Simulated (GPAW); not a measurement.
Input of a GPAW 26.7.0 run:

Contents of run.py:

```python
import json
import numpy as np
from ase import Atoms
from ase.constraints import FixSymmetry
from ase.io import read, write
from ase.optimize import BFGS
from phonopy import Phonopy
from phonopy.structure.atoms import PhonopyAtoms
from gpaw import GPAW, PW

atoms = read('WC.xyz')

calc = GPAW(mode=PW(680),
            xc='PBE',
            kpts={'size': (9, 9, 6), 'gamma': True},
            occupations={'name': 'fermi-dirac', 'width': 0.05},
            nbands=19,
            convergence={'density': 1e-06, 'eigenstates': 1e-09},
            maxiter=150,
            txt='gpaw.txt')
atoms.calc = calc
atoms.set_constraint(FixSymmetry(atoms))
BFGS(atoms, trajectory='relax.traj', logfile='-').run(fmax=0.005, steps=40)
atoms.set_constraint()
energy = atoms.get_potential_energy()
forces = atoms.get_forces()
stress = atoms.get_stress()
calc.write('gs.gpw')
write('result.traj', atoms)
print('Cell:', atoms.cell.cellpar().round(4))
print(atoms.get_scaled_positions().round(5))

def force_constants(scale):
    unit = PhonopyAtoms(symbols=atoms.get_chemical_symbols(), cell=atoms.cell[:] * scale**(1 / 3),
                        scaled_positions=atoms.get_scaled_positions())
    ph = Phonopy(unit, supercell_matrix=np.diag([1, 1, 1]), primitive_matrix=np.eye(3), symprec=1e-4)
    ph.generate_displacements(distance=0.02)
    forces = []
    for i, sc in enumerate(ph.supercells_with_displacements):
        a = Atoms(sc.symbols, cell=sc.cell, scaled_positions=sc.scaled_positions, pbc=True)
        c = GPAW(mode=PW(680),
                 xc='PBE',
                 kpts={'size': (9, 9, 6), 'gamma': True},
                 occupations={'name': 'fermi-dirac', 'width': 0.05},
                 nbands=19,
                 convergence={'density': 1e-06, 'eigenstates': 1e-09},
                 maxiter=150,
                 txt=f'disp-{scale:.3f}-{i:02d}.txt')
        a.calc = c
        f = a.get_forces()
        forces.append(f - f.mean(axis=0))
        print(f'displacement {i}: drift', f.mean(axis=0).round(5), flush=True)
    ph.forces = forces
    ph.produce_force_constants()
    ph.symmetrize_force_constants()
    return ph

qpoints = [[0.0, 0.0, 0.0]]
results = {}
for scale in [1.0]:
    ph = force_constants(scale)
    ph.run_qpoints(qpoints)
    nu = ph.qpoints.frequencies * 33.35641  # THz to cm^-1
    results[f'{scale:.3f}'] = nu.tolist()
    for qp, f in zip(qpoints, nu):
        print(scale, np.round(qp, 4), f.round(2))
json.dump(results, open('phonons.json', 'w'))
```

WC.xyz

```xyz
2
Lattice="1.5538477680 -2.0063500278 0.0000000000 1.5538477680 2.0063500278 0.0000000000 0.0000000000 0.0000000000 4.0821777287" Properties=species:S:1:pos:R:3 pbc="T T T"
W      1.5538477680      0.0000000000      2.0410888644
C      0.0000000000      0.0000000000      0.0000000000
```

Potentials or basis: GPAW PAW data sets (gpaw-data 1.2.1), pw.

Launch:

```bash
$ OMP_NUM_THREADS=1 python run.py
```

**Question.** What does it give for the highest phonon frequency at Γ?

**Answer.** 0 cm⁻¹.

**Question.** What does it give for the most unstable mode?

**Answer.** 386i cm⁻¹.

**Question.** Estimate the band gap on the k mesh.

**Answer.** None (metal or under the smearing width).

Phonon frequencies in cm⁻¹ (negative: imaginary):
```csv
q point,frequencies
"(0.000, 0.000, 0.000)",-386 -304 -197 0 0 0
```

Caveat: the cell is more than 3 GPa from zero pressure, which shifts response properties; some modes are imaginary. Spin-orbit coupling is left out, which matters for the levels of W.
